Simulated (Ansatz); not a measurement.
# In2O3: band gap under strain

How does strain move the band edges of In2O3 built on the corundum prototype, and do the functionals agree on it? States: +3.0 % biaxial strain in x and y, free along z.

Program: Ansatz 0.2.0. PAW datasets, plane waves. Calculated at 0 K for a non-magnetic cell.

## Step 1: The structure to begin with

The unstrained cell was relaxed with r2SCAN; in each strained cell the atoms were relaxed again with r2SCAN. Names of k-points are those of the unstrained zone, where strain can split equivalent points. First state: +3.0 % biaxial strain in x and y, free along z.

The symmetry is R-3c (No. 167, trigonal); conventional cell a = 5.673 Å, c = 14.129 Å, 13.13 Å³ an atom. Near In stand 6 O at 2.16–2.28 Å; near O stand 4 In at 2.16–2.28 Å.

The structure in full:

```cif
data_structure
_symmetry_space_group_name_H-M 'R-3c:H'
_symmetry_Int_Tables_number 167
_cell_length_a 5.6729
_cell_length_b 5.6729
_cell_length_c 14.1291
_cell_angle_alpha 90.000
_cell_angle_beta 90.000
_cell_angle_gamma 120.000
_cell_volume 393.78
loop_
_atom_site_label
_atom_site_type_symbol
_atom_site_symmetry_multiplicity
_atom_site_Wyckoff_symbol
_atom_site_fract_x
_atom_site_fract_y
_atom_site_fract_z
_atom_site_occupancy
In1 In 12 c 0.66667 0.33333 0.19266 1
O1 O 18 e 0.37020 0.33333 0.08333 1
```

From earlier runs on the unstrained cell: PBE 1.22 eV, r2SCAN 1.80 eV, HSE06 2.73 eV; a = 5.508 Å, c = 14.563 Å.

## Step 2: +3.0 % biaxial strain in x and y, free along z: PBE

input.yaml

```yaml
crystal:
  lattice:
    - [2.8364356707, 1.637616898, 4.7097110795]
    - [-2.8364356707, 1.637616898, 4.7097110795]
    - [0.0, -3.2752337961, 4.7097110795]
  atoms:
    - { symbol: In, position: [0.859323944, 0.859323944, 0.859323944] }
    - { symbol: In, position: [0.359323944, 0.359323944, 0.359323944] }
    - { symbol: In, position: [0.140676056, 0.140676056, 0.140676056] }
    - { symbol: In, position: [0.640676056, 0.640676056, 0.640676056] }
    - { symbol: O, position: [0.4535347053, 0.0464652947, 0.75] }
    - { symbol: O, position: [0.0464652947, 0.75, 0.4535347053] }
    - { symbol: O, position: [0.5464652947, 0.9535347053, 0.25] }
    - { symbol: O, position: [0.25, 0.5464652947, 0.9535347053] }
    - { symbol: O, position: [0.9535347053, 0.25, 0.5464652947] }
    - { symbol: O, position: [0.75, 0.4535347053, 0.0464652947] }
kpoints:
  mp_grid: { grid: [6, 6, 6] }
  band_path:
    path:
      - [0.0, 0.0, 0.0]
      - [0.5, 0.5, 0.5]
      - [0.7618181098, 0.2381818902, 0.5]
      - [0.5, -0.2381818902, 0.2381818902]
      - [0.5, 0.0, 0.0]
      - [0.3690909451, -0.3690909451, 0.0]
      - [0.6309090549, 0.0, 0.3690909451]
      - [0.5, 0.0, 0.5]
      - [-0.020833, -0.020833, 0.260417]
    npoints: 1
hamiltonian:
  xc: pbe
scf:
  occupations: { method: fermi_dirac, width: 0.02 }
  n_extra_bands: 6
output:
  forces: true
  stress: true
  eigenvalues: true
```

Started as:

```console
$ ansatz run input.yaml --threads 2 --pin off --max-ram 29491MiB --backend cpu --events-out ev --progress --plain --runs-dir out
```

Standard output (excerpt; [...] marks lines left out):

```text
scf.n_extra_bands = 6 over 44 filled bands (N_el = 88.0): the run solves 50 bands
[...]
Pseudopotentials: kind: paw
Pseudopotential: In, paw, valence charge 13, recommended cutoff 420 eV (normal), In.paw.azcp
Pseudopotential: O, paw, valence charge 6, recommended cutoff 420 eV (normal), O.paw.azcp
Functional definition: PBE
[...]
Crystal: 10 atoms, lattice volume = 131.260 Å³
Basis set: ecut = 420 eV, 2637 PW (Γ), exchange–correlation on 80×80×80 points (8 copies of the dense FFT grid, shifted against one another)
Bands: 50, of which v1, the nominal top of the filled ones, is band 44 counted from 1 (43 counted from 0)
Symmetry: 12 space group operations
Space group: R-3c (ITA 167), of the structure as read, at distance tolerance 5.1e-5 Å
k-points: 32 of 216
[...]
SCF iter   1: F=—  HF=-25796.329126 eV  |F-HF|=—  |Δ(HF+E_count)|=         —  Δρ=1.05e-3  dr2=5.90e-4  ethr=1.77e-3  ⟨swp⟩=6.8  Hψ=5936  notcnv=0  defer=1
[...]
SCF iter   6: F=-25796.329955 eV  HF=-25796.329955 eV  |F-HF|=1.01e-8  |Δ(HF+E_count)|=   9.22e-8  Δρ=2.45e-6  dr2=7.21e-9  ethr=1.14e-10  ⟨swp⟩=8.9  Hψ=6150  notcnv=0
[...]
NSCF: frozen V_eff on 9 k-points
SCF converged after 6 iterations
Free energy (F): -25796.329955 eV
[...]
E sigma→0 (E₀):  -25796.329955 eV
Fermi energy:    8.928129 eV
[...]
--- Forces (eV/Å), atoms counted from 1 ---
  atom   1  In    -0.00000000    -0.00000000     0.11560442
  atom   2  In     0.00000000    -0.00000000     0.11560442
  atom   3  In     0.00000000     0.00000000    -0.11560442
  atom   4  In    -0.00000000     0.00000000    -0.11560442
  atom   5  O     -0.00915069    -0.00000000     0.00000000
  atom   6  O      0.00457534     0.00792473     0.00000000
  atom   7  O      0.00915069     0.00000000    -0.00000000
  atom   8  O     -0.00457534     0.00792473     0.00000000
[...]
--- Stress (GPa, compression-positive) ---
       -2.623954       0.000000      -0.000000
        0.000000      -2.623954      -0.000000
       -0.000000      -0.000000       5.401861
  P = ⅓ Tr σ = 0.0513 GPa (0.513 kbar)
--- Band table (eV; the first three rows and the last of 32) ---
[...]
```

It took 6.1 s on 2 threads of AMD EPYC 7R13 (Zen 3), shared host; peak memory 0.63 GiB.

The PBE gap is 0.86 eV and indirect ((-0.02, -0.02, 0.26) to Γ), with 1.05 eV as the least direct one.

Near the gap, in eV above the top of the last filled band v; c is the band after it:

```
point    v−1      v     c   c+1
    Γ  -0.19  -0.19  0.86  5.20
    T  -0.31  -0.31  4.06  4.06
  H_2  -0.19  -0.19  5.15  5.15
  H_0  -0.19  -0.19  5.15  5.15
    L  -0.07  -0.07  4.51  4.51
  S_0  -0.23  -0.12  4.94  5.00
```

## Step 3: +3.0 % biaxial strain in x and y, free along z: r2SCAN

Changes to input.yaml since step 2:

```diff
@@ -31,5 +31,5 @@
 hamiltonian:
-  xc: pbe
+  xc: r2scan
 scf:
-  occupations: { method: fermi_dirac, width: 0.02 }
+  occupations: { method: fixed }
   n_extra_bands: 6
```

Started as:

```console
$ ansatz run input.yaml --threads 2 --pin off --max-ram 29491MiB --backend cpu --events-out ev --progress --plain --runs-dir out
```

Standard output (excerpt; [...] marks lines left out):

```text
scf.n_extra_bands = 6 over 44 filled bands (N_el = 88.0): the run solves 50 bands
[...]
[... 1 set-up line as earlier in the session ...]
Pseudopotential: In, paw, valence charge 13, recommended cutoff 500 eV (meta_gga), In.paw.azcp
Pseudopotential: O, paw, valence charge 6, recommended cutoff 500 eV (meta_gga), O.paw.azcp
Functional definition: r2SCAN
[...]
Crystal: 10 atoms, lattice volume = 131.260 Å³
Basis set: ecut = 500 eV, 3341 PW (Γ), exchange–correlation on 180×180×180 points (64 copies of the dense FFT grid, shifted against one another)
Bands: 50, of which v1, the nominal top of the filled ones, is band 44 counted from 1 (43 counted from 0)
[... 2 set-up lines as earlier in the session ...]
k-points: 32 of 216
[...]
NSCF: frozen V_eff on 9 k-points
SCF converged after 7 iterations
Free energy (F): -25861.240221 eV
[...]
E sigma→0 (E₀):  -25861.240221 eV
Fermi energy:    8.082902 eV
[...]
--- Forces (eV/Å), atoms counted from 1 ---
  atom   1  In    -0.00000000     0.00000000    -0.00168955
  atom   2  In     0.00000000     0.00000000    -0.00168955
  atom   3  In     0.00000000    -0.00000000     0.00168955
  atom   4  In    -0.00000000    -0.00000000     0.00168955
  atom   5  O      0.00096399    -0.00000000     0.00000000
  atom   6  O     -0.00048199    -0.00083484    -0.00000000
  atom   7  O     -0.00096399     0.00000000    -0.00000000
  atom   8  O      0.00048199    -0.00083484    -0.00000000
[...]
--- Stress (GPa, compression-positive) ---
       -9.422425       0.000000      -0.000000
        0.000000      -9.422425      -0.000000
       -0.000000      -0.000000       0.017483
  P = ⅓ Tr σ = -6.2758 GPa (-62.758 kbar)
--- Band table (eV; the first three rows and the last of 32) ---
[...]
```

Wall time 11 s (2 threads of AMD EPYC 7R13 (Zen 3), shared host); peak memory 1 GiB.

Gap with r2SCAN: 1.42 eV, valence top at (-0.02, -0.02, 0.26), conduction bottom at Γ. Least direct gap: 1.61 eV.

Stress along x, y, z: -9.42, -9.42, 0.02 GPa (compression positive).

## Step 4: +3.0 % biaxial strain in x and y, free along z: HSE06

Changes to input.yaml since step 3:

```diff
@@ -17,3 +17,3 @@
 kpoints:
-  mp_grid: { grid: [6, 6, 6] }
+  mp_grid: { grid: [4, 4, 4] }
   band_path:
@@ -31,3 +31,3 @@
 hamiltonian:
-  xc: r2scan
+  xc: hse06
 scf:
```

Standard output (excerpt; [...] marks lines left out):

```text
Warning: output.stress: scf.convergence.dr2_threshold = 1e-7 eV (the SCF's general default) is looser than the 1e-9 eV advised for a printed stress (1e-10 eV for each atom of the cell: 10). What an SCF threshold leaves in a stress goes as its square root, and in the free energy as the [...]
Warning: output.stress: scf.exx.energy_threshold = 1e-6 eV is looser than the 1e-7 eV advised for a stress under a hybrid functional (1e-8 eV for each atom of the cell: 10). Every SCF of the exchange loop can meet its threshold on dr2 while the loop round them stops early: no threshold on [...]
scf.n_extra_bands = 6 over 44 filled bands (N_el = 88.0): the run solves 50 bands
[...]
[... 3 set-up lines as earlier in the session ...]
Functional definition: HSE06
[...]
davidson cushion auto → on  (no smearing: the cushion is to keep the highest requested band from converging to the state above it; pin scf.eigensolver.cushion to override)
Crystal: 10 atoms, lattice volume = 131.260 Å³
[...]
NSCF: frozen V_eff on 9 k-points
hybrid SCF converged: 2 outer / 11 inner (+3 warm-up), last move |dexx| = 1.45e-6 eV, tail = 2.53e-8 eV
Stability not checked: this state was not tested for a lower state beside it, because the functional holds exact exchange (a hybrid, or Hartree-Fock), whose exchange loop this test does not read (fock_operator; see scf.lower_state_search)
Free energy (F): -25810.720647 eV
Frozen-core exchange: fock
[...]
E sigma→0 (E₀):  -25810.720647 eV
Fermi energy:    7.337668 eV
[...]
--- Forces (eV/Å), atoms counted from 1 ---
  atom   1  In    -0.00000000     0.00000000    -0.03231191
  atom   2  In     0.00000000     0.00000000    -0.03231191
  atom   3  In     0.00000000    -0.00000000     0.03231191
  atom   4  In    -0.00000000    -0.00000000     0.03231191
  atom   5  O     -0.04001172    -0.00000000     0.00000000
  atom   6  O      0.02000586     0.03465116     0.00000000
  atom   7  O      0.04001172     0.00000000    -0.00000000
  atom   8  O     -0.02000586     0.03465116     0.00000000
[...]
--- Stress (GPa, compression-positive) ---
      -10.790637       0.000000      -0.000000
        0.000000     -10.790637      -0.000000
       -0.000000      -0.000000      -0.386966
  P = ⅓ Tr σ = -7.3227 GPa (-73.227 kbar)
--- Band table (eV; the first three rows and the last of 13) ---
[...]
```

It took 72 s on 1 × NVIDIA H100 80GB HBM3 with 2 threads of AMD EPYC 7R13 (Zen 3), shared host; peak host memory 2.6 GiB.

Gap with HSE06: 2.33 eV, valence top at (-0.02, -0.02, 0.26), conduction bottom at Γ. Least direct gap: 2.49 eV.

## Step 5: What strain did

Least gap in eV (negative: overlap), with the change from the unstrained cell in brackets:

```
                                         state  volume change (%)           PBE        r2SCAN         HSE06
+3.0 % biaxial strain in x and y, free along z               +2.9  0.86 (-0.36)  1.42 (-0.38)  2.33 (-0.40)
```

In words: The HSE06 gap moves by -0.396 eV under +3.0 % biaxial strain in x and y, free along z. PBE and HSE06 differ by 1.51 eV on the unstrained gap, and by at most 0.04 eV on its change: the two disagree on the size of the gap but agree on its response to strain. Spin-orbit coupling is left out of the table, though the cell holds In (Z = 49); in an element this heavy it can shift bands and gaps by tenths of an eV.
